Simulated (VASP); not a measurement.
# TePb (Fm-3m) in VASP: settings compared, part 3 of 3

VASP 6.6.1. Earlier steps stand in the parts before.

## 4. Single point, LDA

File INCAR:

```
SYSTEM = TePb
PREC = Accurate
ENCUT = 520
EDIFF = 1E-6
ISMEAR = 0
SIGMA = 0.01
LREAL = .False.
LASPH = .True.
NELM = 80
ALGO = Normal
ISIF = 2
LWAVE = .False.
LCHARG = .False.
NBANDS = 17
```

File KPOINTS:

```
Automatic mesh
0
Gamma
  4 4 4
  0 0 0
```

File POSCAR:

```
TePb
1.0
    0.0000000000      3.2678555511      3.2678555511
    3.2678555511      0.0000000000      3.2678555511
    3.2678555511      3.2678555511      0.0000000000
Te Pb
1 1
Direct
    0.5000000000      0.5000000000      0.5000000000
    0.0000000000      0.0000000000      0.0000000000
```

Potentials or basis: VASP PAW LDA potentials, release 64 (Te, Pb_d).

Run with:

```sh
$ cat potpaw_LDA.64/Te/POTCAR potpaw_LDA.64/Pb_d/POTCAR > POTCAR
$ mpirun -np 1 vasp_std > vasp.out
```

OUTCAR:

```text
SYSTEM = TePb
   PREC = Accurate
   ENCUT = 520
   EDIFF = 1E-6
   ISMEAR = 0
   LREAL = .False.
   LASPH = .True.
   NELM = 80
   ISIF = 2

 ion  position               nearest neighbor table
   1  0.500  0.500  0.500-   2 3.27   2 3.27   2 3.27   2 3.27   2 3.27   2 3.27
   2  0.000  0.000  0.000-   1 3.27   1 3.27   1 3.27   1 3.27   1 3.27   1 3.27

  LATTYP: Found a face centered cubic cell.
 ALAT       =     6.5357111022

  Lattice vectors:

 A1 = (   0.0000000000,   3.2678555511,   3.2678555511)
 A2 = (   3.2678555511,   0.0000000000,   3.2678555511)
 A3 = (   3.2678555511,   3.2678555511,   0.0000000000)

Analysis of symmetry for initial positions (statically):
=====================================================================
 Subroutine PRICEL returns:
 Original cell was already a primitive cell.

 Routine SETGRP: Setting up the symmetry group for a
 face centered cubic supercell.

 Subroutine GETGRP returns: Found 48 space group operations
 (whereof 48 operations were pure point group operations)
 out of a pool of 48 trial point group operations.

The static configuration has the point symmetry O_h .

Analysis of symmetry for dynamics (positions and initial velocities):
=====================================================================
 Subroutine PRICEL returns:
 Original cell was already a primitive cell.

 Routine SETGRP: Setting up the symmetry group for a
 face centered cubic supercell.

 Subroutine GETGRP returns: Found 48 space group operations
 (whereof 48 operations were pure point group operations)
 out of a pool of 48 trial point group operations.

The dynamic configuration has the point symmetry O_h .

 Subroutine INISYM returns: Found 48 space group operations
 (whereof 48 operations are pure point group operations),
 and found     1 'primitive' translations

----------------------------------------------------------------------------------------

                                     Primitive cell

  volume of cell :      69.7941

  direct lattice vectors                    reciprocal lattice vectors
     0.000000000  3.267855551  3.267855551    -0.153005539  0.153005539  0.153005539
     3.267855551  0.000000000  3.267855551     0.153005539 -0.153005539  0.153005539
     3.267855551  3.267855551  0.000000000     0.153005539  0.153005539 -0.153005539

  length of vectors
     4.621445640  4.621445640  4.621445640     0.265013367  0.265013367  0.265013367

  position of ions in fractional coordinates (direct lattice)
     0.500000000  0.500000000  0.500000000
     0.000000000  0.000000000  0.000000000

  ion indices of the primitive-cell ions
   primitive index   ion index
                 1           1
                 2           2

----------------------------------------------------------------------------------------

 KPOINTS: Automatic mesh

Automatic generation of k-mesh.
 Grid dimensions read from file:
 generate k-points for:    4    4    4

 Generating k-lattice:

  Cartesian coordinates                     Fractional coordinates (reciprocal lattice)
    -0.038251385  0.038251385  0.038251385     0.250000000  0.000000000  0.000000000
     0.038251385 -0.038251385  0.038251385     0.000000000  0.250000000  0.000000000
     0.038251385  0.038251385 -0.038251385     0.000000000  0.000000000  0.250000000

  Length of vectors
     0.066253342  0.066253342  0.066253342

  Shift w.r.t. Gamma in fractional coordinates (k-lattice)
     0.000000000  0.000000000  0.000000000

 Subroutine IBZKPT returns following result:
 ===========================================

 Found      8 irreducible k-points:

 Following reciprocal coordinates:
            Coordinates               Weight
  0.000000  0.000000  0.000000      1.000000
  0.250000  0.000000  0.000000      8.000000
  0.500000  0.000000  0.000000      4.000000
  0.250000  0.250000  0.000000      6.000000
  0.500000  0.250000  0.000000     24.000000
 -0.250000  0.250000  0.000000     12.000000
  0.500000  0.500000  0.000000      3.000000
 -0.250000  0.500000  0.250000      6.000000
   k-points           NKPTS =      8   k-points in BZ     NKDIM =      8   number of bands    NBANDS=     17
   number of dos      NEDOS =    301   number of ions     NIONS =      2
   total plane-waves  NPLWV =  46656
   dimension x,y,z NGX =    36 NGY =   36 NGZ =   36
   dimension x,y,z NGXF=    72 NGYF=   72 NGZF=   72
   ions per type =               1   1
   NGX,Y,Z   is equivalent  to a cutoff of  12.95, 12.95, 12.95 a.u.
   NGXF,Y,Z  is equivalent  to a cutoff of  25.90, 25.90, 25.90 a.u.
 SYSTEM =  TePb
   PREC   = accura    normal or accurate (medium, high low for compatibility)
   ISTART =      0    job   : 0-new  1-cont  2-samecut
   ICHARG =      2    charge: 1-file 2-atom 10-const
   ISPIN  =      1    spin polarized calculation?
   LNONCOLLINEAR =      F non collinear calculations
   LSORBIT =      F    spin-orbit coupling
   LASPH  =      T    aspherical Exc in radial PAW
   ENCUT  =  520.0 eV  38.22 Ry    6.18 a.u.   8.59  8.59  8.59*2*pi/ulx,y,z
   NELM   =     80;   NELMIN=  2; NELMDL= -5     # of ELM steps
   EDIFF  = 0.1E-05   stopping-criterion for ELM
   LREAL  =      F    real-space projection
   EDIFFG = 0.1E-04   stopping-criterion for IOM
   NSW    =      0    number of steps for IOM
   IBRION =     -1    ionic relax: 0-MD 1-quasi-New 2-CG
   NFREE  =      0    steps in history (QN), initial steepest desc. (CG)
   ISIF   =      2    stress and relaxation
   ISYM   =      2    0-nonsym 1-usesym 2-fastsym
   POTIM  = 0.5000    time-step for ionic-motion
   TEBEG  =    0.0;   TEEND  =   0.0 temperature during run
   PSTRESS=    0.0 pullay stress
   NELECT =      20.0000    total number of electrons
   NUPDOWN=      -1.0000    fix difference up-down
   EMIN   =  10.00;   EMAX   =-10.00  energy-range for DOS
   EFERMI =   0.00;   METHOD = LEGACY
   ISMEAR =     0;   SIGMA  =   0.01  broadening in eV -4-tet -1-fermi 0-gaus
   EFERMI_NEDOS =   21; number of points for ismear=-14 and -15
   IALGO  =     38    algorithm
   IMIX   =      4    mixing-type and parameters
     AMIX     =   0.40;   BMIX     =  1.00
     AMIX_MAG =   1.60;   BMIX_MAG =  1.00
  volume/ion in A,a.u.               =      34.90       235.50
  Fermi-wavevector in a.u.,A,eV,Ry     =   1.079308  2.039596 15.849499  1.164905
  Thomas-Fermi vector in A             =   2.215269
   LORBIT       =      0    0 simple, 1 ext, 2 COOP (PROOUT), +10 PAW based schemes
   GGA     = CA    functional components
   LHFCALC =     F    Hartree Fock is set to
   AEXX    =    0.0000 exact exchange contribution
   IVDW    =     0    specifies the selected vdW correction
   LEPSILON=     F    determine dielectric tensor
   LRPA    =     F    only Hartree local field effects (RPA)
 non-spin polarized calculation
 Gauss-broadening in eV      SIGMA  =   0.01
  energy-cutoff  :      520.00
  volume of cell :       69.79
 maximum number of plane-waves:      1893
 NGX is ok and might be reduce to    36
   NGX = 17   NGY = 17   NGZ = 17

 number of electron      20.0000002 magnetization

 Free energy of the ion-electron system (eV)
  ---------------------------------------------------
  ext. energy  EPLUGINS =         0.00000000
  ---------------------------------------------------
  free energy    TOTEN  =        -8.72232489 eV

  energy without entropy =       -8.72232489  energy(sigma->0) =       -8.72232489

 E-fermi :   5.0589     XC(G=0):  -9.4286

 val. band max:        4.9680708403   @ k =   0.5000   0.0000   0.0000
 cond. band min:       5.6692036089   @ k =   0.5000   0.0000   0.0000
 fundamental gap:      0.7011327685
 Fermi energy:         5.0589179738

 k-point     1 :       0.0000    0.0000    0.0000
  band No.  band energies     occupation
      1     -11.6434      2.00000
      2     -11.6434      2.00000
      3     -11.6319      2.00000
      4     -11.6319      2.00000
      5     -11.6319      2.00000
      6      -6.8031      2.00000
[... 9 lines left out ...]
     16      10.8323      0.00000
     17      12.3578      0.00000
[... 121 lines left out ...]
 k-point     8 :      -0.2500    0.5000    0.2500
  band No.  band energies     occupation
      1     -11.6805      2.00000
      2     -11.6445      2.00000
      3     -11.6252      2.00000
      4     -11.6252      2.00000
      5     -11.6088      2.00000
      6      -5.0948      2.00000
[... 9 lines left out ...]
     16      15.8617      0.00000
     17      15.8955      0.00000

------------------------ aborting loop because EDIFF is reached ----------------------------------------

  FORCE on cell =-STRESS in cart. coord.  units (eV):
  Direction    XX          YY          ZZ          XY          YZ          ZX
  --------------------------------------------------------------------------------------
  -------------------------------------------------------------------------------------
  Total       -1.2861005     -1.2861005     -1.2861005     -0.0000000      0.0000000     -0.0000000
  in kB      -29.5234397    -29.5234397    -29.5234397     -0.0000000      0.0000000     -0.0000000
  external PRESSURE =     -29.5234397 kB  Pullay stress =       0.0000000 kB

 VOLUME and BASIS-vectors are now :
 -----------------------------------------------------------------------------
  energy-cutoff  :      520.00
  volume of cell :       69.79
      direct lattice vectors                 reciprocal lattice vectors
     0.000000000  3.267855551  3.267855551    -0.153005539  0.153005539  0.153005539
     3.267855551  0.000000000  3.267855551     0.153005539 -0.153005539  0.153005539
     3.267855551  3.267855551  0.000000000     0.153005539  0.153005539 -0.153005539

 POSITION                                       TOTAL-FORCE (eV/Angst)
 -----------------------------------------------------------------------------------
      3.26786      3.26786      3.26786         0.000000      0.000000      0.000000
      0.00000      0.00000      0.00000        -0.000000      0.000000     -0.000000
 -----------------------------------------------------------------------------------
    total drift:                               -0.000000      0.000000      0.000000

  FREE ENERGIE OF THE ION-ELECTRON SYSTEM (eV)
  ---------------------------------------------------
  free  energy   TOTEN  =        -8.7223248924 eV

  energy  without entropy=       -8.7223248924  energy(sigma->0) =       -8.72232489
```

OSZICAR:

```text
N       E                     dE             d eps       ncg     rms          rms(c)
DAV:   1     0.152569039646E+03    0.15257E+03   -0.91512E+03   280   0.110E+03
DAV:   2     0.222964348055E+01   -0.15034E+03   -0.14601E+03   277   0.293E+02
DAV:   3    -0.855643600514E+01   -0.10786E+02   -0.10743E+02   361   0.871E+01
DAV:   4    -0.885825791937E+01   -0.30182E+00   -0.30174E+00   341   0.158E+01
DAV:   5    -0.886668039114E+01   -0.84225E-02   -0.84219E-02   366   0.238E+00    0.310E+00
DAV:   6    -0.873119014464E+01    0.13549E+00   -0.31016E-01   403   0.378E+00    0.195E+00
DAV:   7    -0.872305915019E+01    0.81310E-02   -0.70402E-02   331   0.126E+00    0.899E-01
DAV:   8    -0.872246202607E+01    0.59712E-03   -0.78518E-03   373   0.839E-01    0.109E-01
DAV:   9    -0.872233693006E+01    0.12510E-03   -0.13810E-03   412   0.317E-01    0.380E-02
DAV:  10    -0.872232526460E+01    0.11665E-04   -0.91151E-05   372   0.712E-02    0.246E-02
DAV:  11    -0.872232475337E+01    0.51123E-06   -0.18190E-05   366   0.264E-02    0.899E-03
DAV:  12    -0.872232489236E+01   -0.13899E-06   -0.15397E-06   276   0.120E-02
   1 F= -.87223249E+01 E0= -.87223249E+01  d E =-.505948E-39
```

stdout:

```text
POSCAR found type information on POSCAR TePb
 POSCAR found :  2 types and       2 ions
 scaLAPACK will be used
 LDA part: xc-table for (Slater(with rela. corr.)+CA(PZ))
 , standard interpolation
 POSCAR, INCAR and KPOINTS ok, starting setup
 FFT: planning ... GRIDC
 FFT: planning ... GRID_SOFT
 FFT: planning ... GRID
 WAVECAR not read
 entering main loop
```

It took 6.5 s on 1 thread of Intel Xeon 6975P-C (Granite Rapids), shared host; peak memory 0.17 GiB.

What came out:

```
Free energy            : -8.7223 eV
Pressure               : -3.0 GPa
Band gap on the k mesh : 0.70 eV, direct
```

Levels at points of the mesh, in eV from the valence-band top:
```tsv
k point	band 6	band 7	band 8	band 9	band 10	band 11	band 12	band 13	band 14	band 15
(0.00, 0.00, 0.00)	-11.77	-5.75	-1.21	-1.21	-1.21	3.96	3.96	3.96	5.86	5.86
(0.50, 0.00, 0.00)	-10.43	-8.46	-0.76	-0.76	0.00	0.70	1.29	1.29	8.26	9.10
(0.50, 0.50, 0.00)	-10.21	-7.30	-4.25	-2.61	-2.61	3.40	5.27	5.27	6.42	10.03
```

Caveat: spin-orbit coupling is left out, which moves the levels of the heavy elements.

## 5. How close it comes

Step 2. A measured gap of TePb is 0.19 eV (direct; 4.2 K; a printed reference work, monograph); the calculated 0.80 eV misses it by +0.61 eV. Spin-orbit coupling on Pb, Te is left out. The value is that of PBE on a finite k mesh, which can miss the band edges, without temperature or zero-point motion.

Step 3. A measured gap of TePb is 0.19 eV (direct; 4.2 K; a printed reference work, monograph); the calculated 0.80 eV misses it by +0.61 eV. Spin-orbit coupling on Pb, Te is left out. The value is that of PBE on a finite k mesh, which can miss the band edges, without temperature or zero-point motion.

Step 4. Measured gap of TePb: 0.19 eV (direct; 4.2 K; a printed reference work, monograph). This calculation gives 0.70 eV (+0.51 eV). Spin-orbit coupling on Pb, Te is left out. The value is that of LDA on a finite k mesh, which can miss the band edges, without temperature or zero-point motion.
